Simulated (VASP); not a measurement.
Input of a VASP 6.6.1 run:

Contents of INCAR:

```
SYSTEM = C
ALGO = Fast
EDIFF = 1E-6
ENCUT = 520
GGA = PE
ISIF = 2
ISMEAR = 0
LASPH = .True.
LCHARG = .True.
LELF = .True.
LREAL = Auto
LVHAR = .True.
LWAVE = .False.
NBANDS = 46
NELM = 100
PREC = Accurate
SIGMA = 0.1
```

The input KPOINTS:

```
k-points
0
Gamma
  6 6 6
  0 0 0
```

Contents of POSCAR:

```
C
1.0
   -4.9330325621      0.0000000000      0.0000000000
   -2.4665162811     -4.2721315165      0.0000000000
   -2.4665162811     -1.4240438388      8.5756696909
C
16
Direct
    0.5824380711      0.5824380711      0.7526857867
    0.0824380711      0.5824380711      0.7526857867
    0.5824380711      0.0824380711      0.7526857867
    0.0824380711      0.0824380711      0.7526857867
    0.2491081506      0.2491081506      0.7526755483
    0.7491081506      0.2491081506      0.7526755483
    0.2491081506      0.7491081506      0.7526755483
    0.7491081506      0.7491081506      0.7526755483
    0.7508918494      0.7508918494      0.2473244517
    0.2508918494      0.7508918494      0.2473244517
    0.7508918494      0.2508918494      0.2473244517
    0.2508918494      0.2508918494      0.2473244517
    0.4175619289      0.4175619289      0.2473142133
    0.9175619289      0.4175619289      0.2473142133
    0.4175619289      0.9175619289      0.2473142133
    0.9175619289      0.9175619289      0.2473142133
```

Potentials or basis: VASP PAW PBE potentials, release 64 (C).

Launch:

```console
$ cat potpaw_PBE.64/C/POTCAR > POTCAR
$ mpirun -np 1 vasp_std > vasp.out
```

Question: What does it give for the band gap on the k mesh?

Answer: 0.07 eV.

Question: Predict the pressure.

Answer: 0.4 GPa.

Forces on the atoms (eV/Å):
```
C    0.000  0.000 -0.001
C    0.000  0.000 -0.001
C    0.000  0.000 -0.001
C    0.000  0.000 -0.001
C    0.000  0.000  0.002
C    0.000  0.000  0.002
C    0.000  0.000  0.002
C    0.000  0.000  0.002
C    0.000  0.000 -0.002
C    0.000  0.000 -0.002
C    0.000  0.000 -0.002
C    0.000  0.000 -0.002
C    0.000  0.000  0.001
C    0.000  0.000  0.001
C    0.000  0.000  0.001
C    0.000  0.000  0.001
```

Caveat: this functional lacks dispersion, which binds the layers, so the pressure and a relaxed spacing across them are unreliable. A k mesh can miss the band edges.
